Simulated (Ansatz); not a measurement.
Crystal: Mg.

```
CELL_PARAMETERS angstrom
3.17683 0.00000 0.00000
-1.58841 2.75121 0.00000
0.00000 0.00000 10.31886
ATOMIC_POSITIONS crystal
Mg 0.66667 0.33333 0.75000
Mg 0.00000 0.00000 0.50000
Mg 0.33333 0.66667 0.25000
Mg 0.00000 0.00000 0.00000
```

```yaml
Program: Ansatz 0.2.0
Task: relaxation of cell and atoms
Functional: revPBE
Dispersion: D4
Potentials_or_basis: Ansatz PAW
Cutoff: "420 eV (not typed: the program's choice for these potentials)"
k_mesh: 10 × 10 × 3
Occupations: fermi-dirac, width 0.05 eV
Spin: no spin polarisation
```

At the start: volume 22.55 Å³/atom.

Problem. Where does the relaxation end?

Solution. It ends after 16 steps and the volume is 23.26 Å³/atom (+3.2 %); space group P6_3/mmc (No. 194, to 0.05 Å).

Step by step:
| step | energy change (eV) | largest force (eV/Å) | volume (Å³) |
| --- | --- | --- | --- |
| 1 | 0.0000 | 0.0000 | 90.19 |
| 2 | -0.0103 | 0.0000 | 92.42 |
| 3 | -0.4601 | 0.0000 | 101.59 |
| 4 | -0.5707 | 0.0000 | 94.93 |
| 5 | -0.5851 | 0.0000 | 93.29 |
| 6 | -0.5852 | 0.0000 | 93.28 |
| 7 | -0.5855 | 0.0000 | 93.23 |
| 8 | -0.5856 | 0.0000 | 93.22 |
| 9 | -0.5856 | 0.0000 | 93.22 |
| 10 | -0.5863 | 0.0000 | 93.10 |
| 11 | -0.5864 | 0.0000 | 93.10 |
| 12 | -0.5864 | 0.0000 | 93.09 |
| 13 | -0.5864 | 0.0000 | 93.07 |
| 14 | -0.5864 | 0.0000 | 93.04 |
| 15 | -0.5865 | 0.0000 | 93.05 |
| 16 | -0.5865 | 0.0000 | 93.05 |

Final structure:
```
Mg
1.0
     3.19293    0.00000    0.00000
    -1.59647    2.76516    0.00000
     0.00000    0.00000   10.53948
Mg
4
Cartesian
  1.5965 0.9217 7.9046
  0.0000 0.0000 5.2697
  0.0000 1.8434 2.6349
  0.0000 0.0000 0.0000
```

Caveat: the plane-wave basis is chosen anew once the cell has moved, so the energies of steps on either side of that aren't comparable; the PAW data sets come from PBE, with cores solved anew for the run's functional, which leaves a small shift of forces and pressure.
